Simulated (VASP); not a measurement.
Wanted: the native input for a VASP 6.6.1 run.

```yaml
Task: single point
Functional: PBEsol
Potentials_or_basis: VASP PAW PBE potentials, release 64 (W_sv, Si)
Cutoff: 520 eV
k_mesh: 12 × 12 × 12
Occupations: fermi-dirac, width 0.05 eV
Spin: no spin polarisation
Ladder: free
Further_INCAR_settings: ALGO = Normal; EDIFF = 1e-07; NBANDS = 18
```

The structure of Si2W lies in POSCAR:

```
Si2W
1.0
   -1.6069000000      1.6069000000      3.9149500000
    1.6069000000     -1.6069000000      3.9149500000
    1.6069000000      1.6069000000     -3.9149500000
W Si
1 2
Direct
    0.0000000000      0.0000000000      0.0000000000
    0.6653000000      0.6653000000      0.0000000000
    0.3347000000      0.3347000000      0.0000000000
```

The input as run:

INCAR

```
SYSTEM = Si2W
PREC = Accurate ; ENCUT = 520
EDIFF = 1E-7 ; ISMEAR = -1
SIGMA = 0.05 ; LREAL = .False.
LASPH = .True. ; NELM = 80
ALGO = Normal ; ISIF = 2
LWAVE = .False. ; LCHARG = .False.
GGA = PS ; NBANDS = 18
```

KPOINTS

```
Automatic mesh
0
Gamma
  12 12 12
  0 0 0
```

Potentials or basis: VASP PAW PBE potentials, release 64 (W_sv, Si).

The run is started by

```console
$ cat potpaw_PBE.64/W_sv/POTCAR potpaw_PBE.64/Si/POTCAR > POTCAR
$ mpirun -np 1 vasp_std > vasp.out
```

It gave:

```yaml
Pressure: -1.6 GPa
Largest_force: 0.027 eV/Å
Band_gap_on_the_k_mesh: none (metal or under the smearing width)
```

Caveat: the PAW data sets were made with another functional, which shifts forces and pressure a little.

It took 60 s on 1 thread of Intel(R) Xeon(R) 6975P-C (Granite Rapids), with other jobs on the host, peak memory 0.28 GiB.
